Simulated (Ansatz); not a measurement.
# A computed series for PbF2: response to strain

The reference is PbF₂ in the fluorite structure (space group Fm-3m, No. 225; a = 5.899 Å). Axes: x, y, z lie along the cube axes.

Strains are applied to the cell and any free atomic positions relax.

Calculations: Ansatz (a first-principles code) PBEsol, without spin-orbit coupling.

Notes on the quantities. energy relative to the base: free energy F; pressure: mean of the normal stresses, compression positive.

```json
[
 {"change": "base", "energy relative to the base": "0 meV/atom", "band gap": "4.31 eV", "pressure": "-0.01 GPa"},
 {"change": "tensor shear ε_xy = +0.29 %", "energy relative to the base": "0.0 meV/atom", "band gap": "4.31 eV", "pressure": "-0.01 GPa"},
 {"change": "tensor shear ε_xy = +1.43 %", "energy relative to the base": "+1.0 meV/atom", "band gap": "4.30 eV", "pressure": "0.01 GPa"},
 {"change": "tensor shear ε_xy = +1.71 %", "energy relative to the base": "+1.4 meV/atom", "band gap": "4.30 eV", "pressure": "0.02 GPa"},
 {"change": "tensor shear ε_xy = +0.86 %", "energy relative to the base": "+0.4 meV/atom", "band gap": "4.30 eV", "pressure": "0.00 GPa"},
 {"change": "tensor shear ε_xy = +0.57 %", "energy relative to the base": "+0.2 meV/atom", "band gap": "4.31 eV", "pressure": "-0.01 GPa"},
 {"change": "tensor shear ε_xy = +1.14 %", "energy relative to the base": "+0.6 meV/atom", "band gap": "4.30 eV", "pressure": "0.00 GPa"},
 {"change": "tensor shear ε_xy = +2.00 %", "energy relative to the base": "+1.9 meV/atom", "band gap": "4.30 eV", "pressure": "0.03 GPa"}
]
```

With Pb present, leaving out spin-orbit coupling can change the band edges. Whether these cells are dynamically stable was not tested.
